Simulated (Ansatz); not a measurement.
# InSe (R3m) in Ansatz: settings compared, part 2 of 2

Ansatz 0.2.0.

### Step 4. Relaxation of cell and atoms, revPBE

Input file input.yaml:

```yaml
crystal:
  lattice:
    - [2.0, 1.1547005384, 8.44]
    - [-2.0, 1.1547005384, 8.44]
    - [0.0, -2.3094010768, 8.44]
  atoms:
    - { symbol: In, position: [0.8886, 0.8886, 0.8886] }
    - { symbol: In, position: [0.0, 0.0, 0.0] }
    - { symbol: Se, position: [0.1719, 0.1719, 0.1719] }
    - { symbol: Se, position: [0.3835, 0.3835, 0.3835] }
hamiltonian:
  xc: revpbe
  pseudopotentials: { kind: paw }
kpoints:
  mp_grid: { grid: [8, 8, 8] }
scf:
  occupations: { method: fermi_dirac, width: 0.05 }
output:
  forces: true
  stress: true
  eigenvalues: true
  write_density: true
  write_potential: true
  elf: true
  volumetric_format: npy
relax:
  f_tol: 0.01
  max_steps: 40
  cell: { stress_tol: 0.05 }
```

Launch:

```bash
> ansatz run input.yaml --threads 2 --pin off --max-ram 5632MiB --backend cpu --events-out ev --progress --plain --runs-dir out
```

Run time: 5.8 min. Hardware: 2 threads of Intel Xeon Platinum 8259CL at 2.50GHz (Skylake/Cascade Lake), shared host; peak memory 0.68 GiB.

The run converged. Its results:

```
Free energy                            : -22156.6985 eV
Relaxed volume                         : 39.82 Å³/atom
Relaxed cell                           : a = 11.027 Å, b = 11.027 Å, c = 11.027 Å, α = 21.60°, β = 21.60°, γ = 21.60°
Space group after relaxing (to 0.05 Å) : R3m (No. 160)
Energy gained by relaxing              : 56.2 meV/atom
Ionic steps                            : 16
Pressure after relaxing                : 0.0 GPa
Band gap on the k mesh                 : 1.16 eV, indirect (least direct gap 1.19 eV)
```

The path:
```tsv
step	energy change (eV)	largest force (eV/Å)	volume (Å³)
1	0.0000	0.3926	116.95
2	-0.1561	0.3007	134.52
3	-0.1776	0.1793	136.73
4	-0.1950	0.1335	138.60
5	-0.2037	0.0456	143.14
6	-0.2046	0.0056	143.39
7	-0.2046	0.0007	143.88
8	-0.2134	0.0024	143.88
9	-0.2171	0.0122	146.61
10	-0.2199	0.0233	149.73
11	-0.2213	0.0060	152.11
12	-0.2228	0.0137	158.08
13	-0.2228	0.0019	158.61
14	-0.2227	0.0011	159.57
15	-0.2227	0.0002	159.28
16	-0.2250	0.0008	159.28
```

Final structure:
```
In Se
1.0
     2.06662    1.19316   10.76592
    -2.06662    1.19316   10.76592
     0.00000   -2.38633   10.76592
In Se
2 2
Direct
  0.90020 0.90020 0.90020
  0.98847 0.98847 0.98847
  0.19430 0.19430 0.19430
  0.36104 0.36104 0.36104
```

Levels at points of the mesh, in eV from the valence-band top:
| k point | band 26 | band 27 | band 28 | band 29 | band 30 | band 31 | band 32 | band 33 |
| --- | --- | --- | --- | --- | --- | --- | --- | --- |
| (0.00, 0.00, 0.00) | -0.74 | -0.67 | -0.67 | -0.21 | 1.34 | 2.47 | 4.70 | 4.70 |
| (0.00, 0.00, -0.50) | -1.68 | -1.57 | -1.52 | -0.96 | 2.05 | 2.21 | 4.16 | 4.38 |
| (0.00, -0.50, -0.50) | -1.68 | -1.59 | -1.52 | -0.95 | 2.02 | 2.24 | 4.10 | 4.39 |
| (-0.50, -0.50, -0.50) | -0.74 | -0.67 | -0.67 | -0.03 | 1.16 | 2.50 | 4.70 | 4.70 |

Caveat: the volume moved by over 15 % at a fixed basis, so the end points are rough; the plane-wave basis is chosen anew once the cell has moved, so the energies of steps on either side of that aren't comparable; spin-orbit coupling is left out, which moves the levels of the heavy elements; the PAW data sets come from PBE, with cores solved anew for the run's functional, which leaves a small shift of forces and pressure. revPBE gives volumes clearly too large for solids.

### Step 5. Relaxation of cell and atoms, r2SCAN

Edit input.yaml of step 4 so:

```diff
@@ -11,3 +11,3 @@
 hamiltonian:
-  xc: revpbe
+  xc: r2scan
   pseudopotentials: { kind: paw }
@@ -21,6 +21,2 @@
   eigenvalues: true
-  write_density: true
-  write_potential: true
-  elf: true
-  volumetric_format: npy
 relax:
```

Potentials or basis: Ansatz PAW.

Launch:

```bash
> ansatz run input.yaml --threads 2 --pin off --max-ram 5632MiB --backend cpu --events-out ev --progress --plain --runs-dir out
```

Output:

```text
Warning: RAYON_NUM_THREADS=2 ignored (pool sized by the plan → 2); use --threads N
basis.fft_grid_basis auto: the FFT boxes are laid along the combinations [[1, 0, -1], [0, 1, -1], [0, 0, 1]] of the cell's own vectors, 4.000, 4.000 and 8.750 Å long. The dense box has 30×30×64 points. Along the cell's own vectors, as sized, it would have 64×64×64, 4.55 times as many. Of the 6 symmetry operations that the crystal satisfies within crystal.symmetry.tolerance (time reversal apart; of a slab, those that keep its plane) the dense box along the cell's own vectors carries 6, and the one as laid loses 4 of those. basis.fft_grid_basis: typed keeps the cell's own vectors: state it where this run's energies or levels are differenced outside the engine with another run's, or held beside a run that keeps those vectors.
Engine: ansatz 0.2.0, x86_64-unknown-linux-gnu
Pseudopotentials: kind: paw
Pseudopotential: In, paw, valence charge 13, recommended cutoff 500 eV (meta_gga), In.paw.azcp
Pseudopotential: Se, paw, valence charge 16, recommended cutoff 500 eV (meta_gga), Se.paw.azcp
Functional definition: r2SCAN
  parameter k0 = 0.174
[... 141 lines left out ...]
  k-point 64: bands = ["-41.7848", "-41.7848", "-41.7838", "-41.7838", "-41.7522", "-41.7522", "-41.7518", "-41.7518", "-41.7394", "-41.7391", "-8.9017", "-8.7104", "-8.7104", "-8.6248", "-8.6248", "-8.6095", "-8.6095", "-8.4223", "-8.4223", "-8.4145", "-7.2943", "-7.2928", "0.3624", "2.2995", "4.9996", "4.9996", "5.1748", "5.1748", "6.3248", "7.2426", "8.9327", "10.9802", "10.9802", "12.4236", "12.4236"]
--- Relaxed structure (5 steps of the walk, 4 accepted, 1 SCFs on fresh bases) ---
  F+E_penalty+E_count = -22182.61611785 eV   max|allowed force component| = 5.011e-3 eV/Å   (the final SCF, on the basis selected at the relaxed cell)
  cell:  # Å, volume = 122.9541 Å³
    - [2.0219989538103422, 1.1674016402835437, 8.681417346891449]
    - [-2.0219989538103422, 1.1674016402835437, 8.681417346891449]
    - [-5.235349812932258e-36, -2.3348032805670855, 8.681417346891449]
  atoms:
    - { symbol: In, position: [0.8906202098260251, 0.8906202098260251, 0.890620209826025] }
    - { symbol: In, position: [-0.0019476386702137257, -0.0019476386702137257, -0.001947638670213728] }
    - { symbol: Se, position: [0.17565456793260417, 0.17565456793260417, 0.1756545679326042] }
    - { symbol: Se, position: [0.3796728609115845, 0.3796728609115845, 0.3796728609115845] }
```

Wall time 2.8 min (2 threads of Intel Xeon Platinum 8259CL at 2.50GHz (Skylake/Cascade Lake), shared host); peak memory 0.81 GiB.

Results:

```yaml
Free_energy: -22182.6161 eV
Relaxed_volume: 30.74 Å³/atom
Relaxed_cell: a = 8.990 Å, b = 8.990 Å, c = 8.990 Å, α = 26.00°, β = 26.00°, γ = 26.00°
Space_group_after_relaxing_to_0.05_Å: R3m (No. 160)
Energy_gained_by_relaxing: 5.9 meV/atom
Ionic_steps: 5
Pressure_after_relaxing: 0.0 GPa
Largest_force_after_relaxing: 0.005 eV/Å
Band_gap_on_the_k_mesh: 0.92 eV, direct
```

Forces in eV/Å, atoms in the order of the input:
```
In   0.000  0.000  0.004
In   0.000  0.000 -0.005
Se   0.000  0.000 -0.003
Se   0.000  0.000  0.004
```

The path:
```
step  energy change (eV)  largest force (eV/Å)  volume (Å³)
   1              0.0000                0.2389       116.95
   2             -0.0224                0.0233       122.17
   3             -0.0229                0.0053       122.47
   4             -0.0232                0.0050       122.95
   5             -0.0237                0.0050       122.95
```

Final structure:
```
In Se
1.0
     2.02200    1.16740    8.68142
    -2.02200    1.16740    8.68142
     0.00000   -2.33480    8.68142
In Se
2 2
Direct
  0.89062 0.89062 0.89062
  0.99805 0.99805 0.99805
  0.17565 0.17565 0.17565
  0.37967 0.37967 0.37967
```

Levels at points of the mesh, in eV from the valence-band top:
| k point | band 26 | band 27 | band 28 | band 29 | band 30 | band 31 | band 32 | band 33 |
| --- | --- | --- | --- | --- | --- | --- | --- | --- |
| (0.00, 0.00, 0.00) | -1.25 | -1.23 | -1.23 | -1.23 | 1.88 | 2.57 | 4.71 | 4.71 |
| (0.00, 0.00, -0.50) | -2.26 | -2.24 | -2.20 | -1.61 | 1.67 | 2.29 | 4.14 | 4.41 |
| (0.00, -0.50, -0.50) | -2.45 | -2.42 | -2.07 | -1.46 | 1.70 | 2.26 | 3.84 | 4.16 |
| (-0.50, -0.50, -0.50) | -1.33 | -1.15 | -1.15 | 0.00 | 0.92 | 2.61 | 4.66 | 4.66 |

Caveat: the plane-wave basis is chosen anew once the cell has moved, so the energies of steps on either side of that aren't comparable; spin-orbit coupling is left out, which moves the levels of the heavy elements; the PAW data sets come from PBE, with cores solved anew for the run's functional, which leaves a small shift of forces and pressure. r2SCAN opens gaps a little over a GGA but as a rule still falls short of measured ones.

### Step 6. Summary

| level | cutoff (eV) | gap on the mesh (eV) | pressure (GPa) | relaxed volume (Å³/atom) | largest force (eV/Å) |
| --- | --- | --- | --- | --- | --- |
| PBEsol | 420 | 0.37 | 0.0 | 29.33 | - |
| RPBE | 420 | 1.06 | 0.0 | 39.10 | 0.01 |
| revPBE | 420 | 1.16 | 0.0 | 39.82 | - |
| r2SCAN | 500 | 0.92 | 0.0 | 30.74 | 0.01 |

Alike in all rows: task relaxation of cell and atoms; potentials or basis Ansatz PAW; no spin polarisation; cell relaxed; k mesh 8 × 8 × 8; smearing fermi-dirac 0.05 eV.

Caveats: the plane-wave basis is chosen anew once the cell has moved, so the energies of steps on either side of that aren't comparable; spin-orbit coupling is left out, which moves the levels of the heavy elements; the PAW data sets come from PBE, with cores solved anew for the run's functional, which leaves a small shift of forces and pressure; the volume moved by over 15 % at a fixed basis, so the end points are rough (some runs).

Absolute energies hang on the potentials; compare differences alone.
